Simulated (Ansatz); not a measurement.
# Ti2Co (Fd-3m) in Ansatz: settings compared

The runs below take Ti2Co through relaxation of cell and atoms, with LDA, r2SCAN.

All numbers are computed with Ansatz 0.2.0; they aren't measurements. Logs are shortened: lines on timing, memory, paths and dates and some standing lists are left out, and cuts for length are marked.

## Step 1: The structure

It takes space group Fd-3m (No. 227, cubic). Conventional cell: a = 6.730 Å, b = 6.730 Å, c = 6.730 Å, α = 90.00°, β = 90.00°, γ = 90.00°. Co (site symmetry -43m) is surrounded by 12 Ti at 2.79 Å and 4 Co at 2.91 Å. Ti (site symmetry -3m) is surrounded by 6 Ti at 2.38 Å.

## Step 2: Relaxation of cell and atoms, LDA, collinear spin, ferromagnetic start

input.yaml reads:

```yaml
crystal:
  lattice:
    - [0.0, 3.365, 3.365]
    - [3.365, 0.0, 3.365]
    - [3.365, 3.365, 0.0]
  atoms:
    - { symbol: Co, position: [0.75, 0.75, 0.75], spin: 2.0 }
    - { symbol: Co, position: [0.5, 0.5, 0.5], spin: 2.0 }
    - { symbol: Ti, position: [0.125, 0.625, 0.125], spin: 1.0 }
    - { symbol: Ti, position: [0.125, 0.125, 0.625], spin: 1.0 }
    - { symbol: Ti, position: [0.625, 0.125, 0.125], spin: 1.0 }
    - { symbol: Ti, position: [0.125, 0.125, 0.125], spin: 1.0 }
hamiltonian:
  xc: lda
  pseudopotentials: { kind: paw }
magnetization:
  spin_polarized: true
kpoints:
  mp_grid: { grid: [7, 7, 7] }
scf:
  occupations: { method: fermi_dirac, width: 0.05 }
output:
  forces: true
  stress: true
  eigenvalues: true
relax:
  f_tol: 0.01
  max_steps: 40
  cell: { stress_tol: 0.05 }
```

Potentials or basis: Ansatz PAW.

The run is started by

```bash
$ ansatz run input.yaml --threads 2 --pin off --max-ram 5632MiB --backend cpu --events-out ev --progress --plain --runs-dir out
```

The log of the run:

```text
Warning: RAYON_NUM_THREADS=2 ignored (pool sized by the plan → 2); use --threads N
Engine: ansatz 0.2.0, aarch64-unknown-linux-gnu
Pseudopotentials: kind: paw
Pseudopotential: Co, paw, valence charge 17, recommended cutoff 420 eV (normal), Co.paw.azcp
Pseudopotential: Ti, paw, valence charge 12, recommended cutoff 420 eV (normal), Ti.paw.azcp
Functional definition: SPW92
  exchange = slater_x
  correlation = pw_c
Crystal: 6 atoms, lattice volume = 76.205 Å³
Basis set: ecut = 420 eV, 1459 PW (Γ)
Bands: 54, of which v1, the nominal top of the filled ones, is band 41 counted from 1 (40 counted from 0)
Symmetry: 48 space group operations
Space group: Fd-3m (ITA 227), of the structure as read, at distance tolerance 4.2e-5 Å
Magnetic group: BNS 227.128 (UNI 1630), of the structure as read, at distance tolerance 4.2e-5 Å
k-points: 20 of 343
Non-local potential: Co, projectors of the file, l = 0: 3, l = 1: 2, l = 2: 3, l = 3: 1
Non-local potential: Ti, projectors of the file, l = 0: 3, l = 1: 2, l = 2: 3, l = 3: 1
PAW form: soft (Blöchl's): semilocal exchange-correlation on the pseudo side does not see the compensation charge
PAW frozen core: Co, regenerated for the run's functional, and the local potential with it (the file was generated under x = pbe(κ = 0.804, μ = 0.2195149727645171), c = pbe(β = 0.06672455060314922))
PAW frozen core: Ti, regenerated for the run's functional, and the local potential with it (the file was generated under x = pbe(κ = 0.804, μ = 0.2195149727645171), c = pbe(β = 0.06672455060314922))
PAW one-centre angular grid: Co, 590 points (default); XC on 64 Gauss nodes
PAW one-centre angular grid: Ti, 590 points (default); XC on 64 Gauss nodes
Initial density: superposition of atomic densities (chi_scale 0.1, normalization cell)
Starting moments: Σ|m| = 8 μB on 6 of 6 sites
Initial wavefunctions: pseudopotential atomic-orbital guess
Functional: x = slater, c = lda
SCF iter   1: F=—  HF=-19918.325962 eV  |F-HF|=—  |Δ(HF+E_count)|=         —  Δρ=8.21e-2 (↑8.21e-2 ↓4.56e-2)  dr2=8.11e0  dr2_m=8.50e-1  M=5.152 μB ∫|m|=5.292 μB  β_m=0.30  ethr=3.10e-3  ⟨swp⟩=5.0  Hψ=6631  notcnv=0
Mixer restart at iter 1: flushing history
preconditioner: auto → Kerker (q_TF=auto, 2.762 Å⁻¹)  [metal: Δε(μ)=0.040 eV  Ē_g=4.947 eV  σ=0.050 eV  W_gap=0.19  n_scr=26 (ndim 8)  ℏωp=24.8 eV  f_vac=0.000  D(μ)=5.29/eV (n_scr^D=58)]
spin=Collinear: Kerker preconditioning applied to the charge; magnetization (m = ρ↑ − ρ↓) channel mixes plain (no charge-response kernel on spin).
[... 153 lines left out ...]
  E_nonlocal   = 970.923883
  E_hartree    = 3906.571201
  E_xc         = -707.174402
  E_vxc        = -902.775008  (∫ρ·V_xc dr)
  E_paw        = -6905.126204  (= ΣΔE_a)
  E_vpaw       = -1671.522728  (= ΣTr[D̂ρ^β])
  E_aug_tail   = 0.000445  (compensation charges beyond the density's cutoff)
  E_ewald      = -9945.597145
  E_core_change = 2.140303  (= ΣΔE_core)
  E_smearing   = -0.080880  (= −TS)
  E_closure    = -0.000000  (closes the sum)
  Σ components = -19924.455463   (vs F -19924.455463, Δ=0.00e0)
--- Forces (eV/Å), atoms counted from 1 ---
  atom   1  Co     0.00000000    -0.00000000    -0.00000000
  atom   2  Co    -0.00000000     0.00000000     0.00000000
  atom   3  Ti    -0.00000000     0.00000000    -0.00000000
  atom   4  Ti    -0.00000000     0.00000000    -0.00000000
  atom   5  Ti    -0.00000000     0.00000000    -0.00000000
  atom   6  Ti     0.00000000     0.00000000    -0.00000000
  max |Σ_I F_I| component: 4.63e-18 eV/Å
--- Stress (GPa, compression-positive) ---
        0.004272       0.000000      -0.000000
        0.000000       0.004272      -0.000000
       -0.000000      -0.000000       0.004272
  P = ⅓ Tr σ = 0.0043 GPa (0.043 kbar)
--- Band table (eV; the first three rows and the last of 40) ---
  k-point 0 ↑: bands = ["-78.2349", "-78.2319", "-41.9012", "-41.9012", "-41.9012", "-41.8885", "-41.8885", "-41.8885", "-40.0033", "-39.3939", "-39.3939", "-39.3939", "-18.1608", "-16.9071", "-16.9071", "-16.9071", "-16.5057", "-16.5057", "-15.5723", "-15.5723", "-15.5723", "-15.3514", "-15.3514", "-15.3514", "9.3805", "11.5992", "13.2103", "13.2103", "13.2103", "13.6085", "13.6085", "13.6085", "14.1059", "14.1059", "14.4974", "14.4974", "14.4974", "14.6129", "14.6129", "15.6195", "15.6195", "15.6195", "15.6707", "15.6707", "19.4720", "19.4720", "19.4720", "19.7108", "19.7430", "19.7430", "19.7430", "19.9402", "19.9402", "20.0805"]
  k-point 1 ↑: bands = ["-78.2348", "-78.2320", "-41.9014", "-41.9014", "-41.9010", "-41.8889", "-41.8883", "-41.8883", "-39.9818", "-39.4176", "-39.3941", "-39.3941", "-18.0815", "-16.8873", "-16.8706", "-16.8706", "-16.4875", "-16.4875", "-15.6206", "-15.6206", "-15.5722", "-15.4724", "-15.3657", "-15.3657", "9.6120", "11.7924", "13.2623", "13.2623", "13.2762", "13.3164", "13.6924", "13.6924", "14.1539", "14.1539", "14.5331", "14.5331", "14.5589", "14.6611", "14.6611", "15.5879", "15.6137", "15.6137", "15.7575", "15.7575", "18.7964", "19.0034", "19.0034", "19.4316", "19.4387", "19.4387", "19.4420", "19.7447", "19.7447", "20.4811"]
  k-point 2 ↑: bands = ["-78.2345", "-78.2323", "-41.9018", "-41.9018", "-41.9010", "-41.8895", "-41.8879", "-41.8879", "-39.9255", "-39.4788", "-39.3944", "-39.3944", "-17.8872", "-16.8058", "-16.7923", "-16.7923", "-16.4125", "-16.4125", "-15.7970", "-15.7730", "-15.7730", "-15.5719", "-15.3847", "-15.3847", "10.2670", "12.2027", "12.8252", "13.3740", "13.3740", "13.4167", "13.8909", "13.8909", "14.1684", "14.1684", "14.5505", "14.6748", "14.6748", "14.8471", "14.8471", "15.4924", "15.5322", "15.5322", "16.1548", "16.1548", "17.5825", "18.0379", "18.0379", "18.3555", "19.1717", "19.1717", "19.3760", "19.7128", "19.7128", "20.3005"]
  k-point 19 ↓: bands = ["-77.6135", "-77.6131", "-41.3031", "-41.3021", "-41.2947", "-41.2920", "-41.2847", "-41.2844", "-39.7364", "-39.6530", "-39.3850", "-39.3847", "-17.2639", "-16.9759", "-16.5621", "-16.5335", "-16.3496", "-16.3031", "-16.0676", "-16.0638", "-15.8393", "-15.7699", "-15.6011", "-15.4755", "12.2264", "12.4061", "13.0904", "13.4272", "14.0304", "14.1153", "14.3395", "14.3539", "14.4752", "14.7022", "14.8304", "14.9412", "15.0329", "15.3162", "15.3730", "15.5408", "15.6128", "15.6943", "16.5434", "16.6276", "16.6538", "17.2152", "17.2316", "17.7714", "18.1975", "18.4856", "18.5381", "18.6958", "19.4889", "19.5988"]
--- Relaxed structure (5 steps of the walk, 5 accepted, 2 SCFs on fresh bases) ---
  F+E_penalty+E_count = -19924.45546279 eV   max|allowed force component| = 4.086e-17 eV/Å   (the final SCF, on the basis selected at the relaxed cell)
  cell:  # Å, volume = 80.8768 Å³
    - [4.4584505287836404e-35, 3.4324006577678436, 3.4324006577678436]
    - [3.4324006577678436, -2.5976943064190854e-34, 3.4324006577678436]
    - [3.4324006577678436, 3.4324006577678436, -2.1836953287463185e-34]
  atoms:
    - { symbol: Co, position: [0.75, 0.75, 0.75] }
    - { symbol: Co, position: [0.5, 0.5, 0.5] }
    - { symbol: Ti, position: [0.125, 0.6250000000000001, 0.12499999999999994] }
    - { symbol: Ti, position: [0.125, 0.125, 0.6250000000000001] }
    - { symbol: Ti, position: [0.6250000000000001, 0.125, 0.12499999999999994] }
    - { symbol: Ti, position: [0.125, 0.125, 0.125] }
```

Wall time 81 s (2 threads of Arm Neoverse V1, shared host); peak memory 0.48 GiB.

Results:

```yaml
Free_energy: -19924.4555 eV
Relaxed_volume: 13.48 Å³/atom
Relaxed_cell: a = 4.854 Å, b = 4.854 Å, c = 4.854 Å, α = 60.00°, β = 60.00°, γ = 60.00°
Space_group_after_relaxing_to_0.05_Å: Fd-3m (No. 227)
Energy_gained_by_relaxing: 21.0 meV/atom
Ionic_steps: 7
Pressure_after_relaxing: 0.0 GPa
Band_gap_on_the_k_mesh: none (metal or under the smearing width)
Net_moment: 1.06 μB per cell
Absolute_moment: 1.38 μB per cell
Site_moments: Co +0.55; Ti +0.01 μB
```

Step by step:
```csv
step,energy change (eV),largest force (eV/Å),volume (Å³)
1,0.0000,0.0000,76.21
2,-0.1084,0.0000,79.22
3,-0.1210,0.0000,80.67
4,-0.1210,0.0000,80.79
5,-0.1261,0.0000,80.79
6,-0.1261,0.0000,80.88
7,-0.1261,0.0000,80.88
```

Final structure:
```xyz
6
Lattice="0.0000 3.4324 3.4324 3.4324 0.0000 3.4324 3.4324 3.4324 0.0000" Properties=species:S:1:pos:R:3 pbc="T T T"
Co    5.1486    5.1486    5.1486
Co    3.4324    3.4324    3.4324
Ti    2.5743    0.8581    2.5743
Ti    2.5743    2.5743    0.8581
Ti    0.8581    2.5743    2.5743
Ti    0.8581    0.8581    0.8581
```

Levels at points of the mesh, in eV from the Fermi level:
Spin up:
| k point | band 39 | band 40 | band 41 | band 42 | band 43 | band 44 | band 45 | band 46 |
| --- | --- | --- | --- | --- | --- | --- | --- | --- |
| (0.00, 0.00, 0.00) | -1.11 | -0.11 | -0.11 | -0.11 | -0.06 | -0.06 | 3.74 | 3.74 |
Spin down:
| k point | band 37 | band 38 | band 39 | band 40 | band 41 | band 42 | band 43 | band 44 |
| --- | --- | --- | --- | --- | --- | --- | --- | --- |
| (0.00, 0.00, 0.00) | -0.79 | -0.79 | -0.79 | 0.18 | 0.18 | 0.19 | 0.19 | 0.19 |

Caveat: the plane-wave basis is chosen anew once the cell has moved, so the energies of steps on either side of that aren't comparable; the PAW data sets come from PBE, with cores solved anew for the run's functional, which leaves a small shift of forces and pressure; the starting moments weren't kept.

## Step 3: Relaxation of cell and atoms, r2SCAN, collinear spin, ferromagnetic start

input.yaml, as its differences from that of step 2:

```diff
@@ -13,3 +13,3 @@
 hamiltonian:
-  xc: lda
+  xc: r2scan
   pseudopotentials: { kind: paw }
```

Potentials or basis: Ansatz PAW.

The run is started by

```bash
$ ansatz run input.yaml --threads 2 --pin off --max-ram 5632MiB --backend cpu --events-out ev --progress --plain --runs-dir out
```

The log of the run:

```text
Warning: RAYON_NUM_THREADS=2 ignored (pool sized by the plan → 2); use --threads N
[... 2 set-up lines as earlier in the session ...]
Pseudopotential: Co, paw, valence charge 17, recommended cutoff 500 eV (meta_gga), Co.paw.azcp
Pseudopotential: Ti, paw, valence charge 12, recommended cutoff 500 eV (meta_gga), Ti.paw.azcp
Functional definition: r2SCAN
  parameter k0 = 0.174
  parameter k1 = 0.065
  parameter a1 = 4.9479
[... 204 lines left out ...]
  k-point 19 ↓: bands = ["-82.7193", "-82.7191", "-44.5528", "-44.5514", "-44.5462", "-44.5443", "-44.5392", "-44.5391", "-44.0880", "-44.0332", "-43.8578", "-43.8577", "-19.9379", "-19.7284", "-19.5192", "-19.5103", "-19.3512", "-19.3400", "-19.1636", "-19.1608", "-19.0196", "-18.9612", "-18.7138", "-18.6444", "10.2315", "10.5393", "11.2483", "11.8104", "12.6687", "12.6957", "12.9864", "13.1143", "13.3955", "13.4258", "13.5479", "13.5937", "13.6661", "13.8250", "14.5080", "14.5394", "14.6836", "14.7122", "15.5989", "15.6243", "15.6842", "16.0405", "16.1399", "16.3818", "16.9095", "16.9318", "17.1014", "17.3210", "17.9134", "17.9464"]
--- Relaxed structure (5 steps of the walk, 5 accepted, 1 SCFs on fresh bases) ---
  F+E_penalty+E_count = -20277.64866628 eV   max|allowed force component| = 5.879e-18 eV/Å   (the final SCF, on the basis selected at the relaxed cell)
  cell:  # Å, volume = 90.6147 Å³
    - [1.655995910691067e-33, 3.564972180546673, 3.564972180546673]
    - [3.564972180546673, 8.178470188737492e-34, 3.564972180546673]
    - [3.564972180546673, 3.564972180546673, -2.7765796819880263e-34]
  atoms:
    - { symbol: Co, position: [0.75, 0.75, 0.75] }
    - { symbol: Co, position: [0.5, 0.5, 0.5] }
    - { symbol: Ti, position: [0.125, 0.6250000000000002, 0.125] }
    - { symbol: Ti, position: [0.125, 0.125, 0.6250000000000002] }
    - { symbol: Ti, position: [0.6250000000000002, 0.125, 0.125] }
    - { symbol: Ti, position: [0.125, 0.125, 0.125] }
```

Wall time 2.7 min (2 threads of Arm Neoverse V1, shared host); peak memory 0.82 GiB.

Results:

| Property | Result |
| --- | --- |
| Free energy | -20277.6487 eV |
| Relaxed volume | 15.10 Å³/atom |
| Relaxed cell | a = 5.042 Å, b = 5.042 Å, c = 5.042 Å, α = 60.00°, β = 60.00°, γ = 60.00° |
| Space group after relaxing (to 0.05 Å) | Fd-3m (No. 227) |
| Energy gained by relaxing | 157.9 meV/atom |
| Ionic steps | 6 |
| Pressure after relaxing | 0.0 GPa |
| Band gap on the k mesh | none (metal or under the smearing width) |
| Net moment | 4.89 μB per cell |
| Absolute moment | 6.11 μB per cell |
| Site moments | Co +1.77; Ti +0.38 μB |

The path:
```
step  energy change (eV)  largest force (eV/Å)  volume (Å³)
   1              0.0000                0.0000        76.21
   2             -0.7844                0.0000        84.31
   3             -0.9279                0.0000        89.30
   4             -0.9331                0.0000        90.48
   5             -0.9331                0.0000        90.61
   6             -0.9473                0.0000        90.61
```

Final structure:
```cif
data_structure
_symmetry_space_group_name_H-M 'P 1'
_symmetry_Int_Tables_number 1
_cell_length_a 5.0416
_cell_length_b 5.0416
_cell_length_c 5.0416
_cell_angle_alpha 60.000
_cell_angle_beta 60.000
_cell_angle_gamma 60.000
_cell_volume 90.61
loop_
_atom_site_label
_atom_site_type_symbol
_atom_site_fract_x
_atom_site_fract_y
_atom_site_fract_z
_atom_site_occupancy
Co1 Co 0.75000 0.75000 0.75000 1
Co2 Co 0.50000 0.50000 0.50000 1
Ti1 Ti 0.12500 0.62500 0.12500 1
Ti2 Ti 0.12500 0.12500 0.62500 1
Ti3 Ti 0.62500 0.12500 0.12500 1
Ti4 Ti 0.12500 0.12500 0.12500 1
```

Caveat: the magnetic or orbital state may not be the lowest; the volume moved by over 15 % at a fixed basis, so the end points are rough; the plane-wave basis is chosen anew once the cell has moved, so the energies of steps on either side of that aren't comparable; the PAW data sets come from PBE, with cores solved anew for the run's functional, which leaves a small shift of forces and pressure. Zero-point motion and thermal expansion aren't in these numbers.
